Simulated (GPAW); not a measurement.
Sr in GPAW: convergence with k mesh

Input of the first run (k mesh 1 × 1 × 2); the others differ in this setting and in those tied to it:

Contents of run.py:

```python
from ase import Atoms
from ase.dft.bandgap import bandgap
from ase.io import write
from ase.units import GPa
from gpaw import GPAW, PW

atoms = Atoms(['Sr', 'Sr', 'Sr'],
              cell=[[7.0659524677, 0.0, 0.0],
                    [-3.5329762338, 6.1192943389, 0.0],
                    [0.0, 0.0, 3.816632605]],
              scaled_positions=[[0.66578329, 0.0, 0.0],
                                [0.33421671, 0.33421671, 0.0],
                                [0.0, 0.66578329, 0.0]],
              pbc=True)

calc = GPAW(mode=PW(600),
            xc='LDA',
            kpts={'size': (1, 1, 2), 'gamma': True},
            occupations={'name': 'fermi-dirac', 'width': 0.05},
            nbands=26,
            convergence={'density': 1e-05, 'energy': 1e-05},
            maxiter=100,
            txt='gpaw.txt')
atoms.calc = calc
energy = atoms.get_potential_energy()
forces = atoms.get_forces()
stress = atoms.get_stress()
calc.write('gs.gpw')
write('result.traj', atoms)
print(f'Energy: {energy:.6f} eV')
print('Forces (eV/A):')
print(forces.round(4))
print('Stress (GPa):', (stress / GPa).round(3))
print('Fermi level:', round(calc.get_fermi_level(), 4), 'eV')
print(f'Gap: {bandgap(calc)[0]:.4f} eV, direct: {bandgap(calc, direct=True)[0]:.4f} eV')
```

Potentials or basis: the program's PAW data sets (release 1.2.1) made for this functional, pw.

The run is started by

```console
$ OMP_NUM_THREADS=1 python run.py
```

This isn't the form of Sr at room conditions, which is fcc.

Hardware: 1 thread of Arm Neoverse V1, on a shared host.

Problem. The values tried are 1 × 1 × 2, 2 × 2 × 2, 2 × 2 × 3, 3 × 3 × 4, 3 × 3 × 5, 4 × 4 × 5, 4 × 4 × 6, 5 × 5 × 8, 6 × 6 × 9, loosest first. From which on does the largest force stay within 0.005 eV/Å of the tightest run that finished?

Solution. From 2 × 2 × 2 on.

```csv
k mesh,"energy less the tightest run, at zero smearing (meV/atom)",pressure (GPa),largest force (eV/Å),SCF cycles,CPU time (s),peak memory (GiB)
1 × 1 × 2,693.23,1.16,0.006,15,10,0.18
2 × 2 × 2,205.98,-1.86,0.008,16,18,0.18
2 × 2 × 3,31.33,-1.27,0.013,15,17,0.18
3 × 3 × 4,21.46,-1.32,0.013,15,34,0.2
3 × 3 × 5,-3.58,-1.25,0.014,13,29,0.2
4 × 4 × 5,-7.98,-1.24,0.014,11,33,0.21
4 × 4 × 6,-2.40,-1.16,0.012,11,44,0.22
5 × 5 × 8,-5.71,-1.17,0.012,12,70,0.25
6 × 6 × 9,0.00,-1.12,0.012,12,100,0.28
```

Against the tightest run, the pressure stays within 0.1 GPa from 4 × 4 × 6 on. Not settled before the last step: the energy (to 1 meV/atom). Meshes of other sizes hit other points, so gaps and Fermi surfaces needn't settle smoothly. The tightest run that finished is the yardstick and may itself not be fully converged.
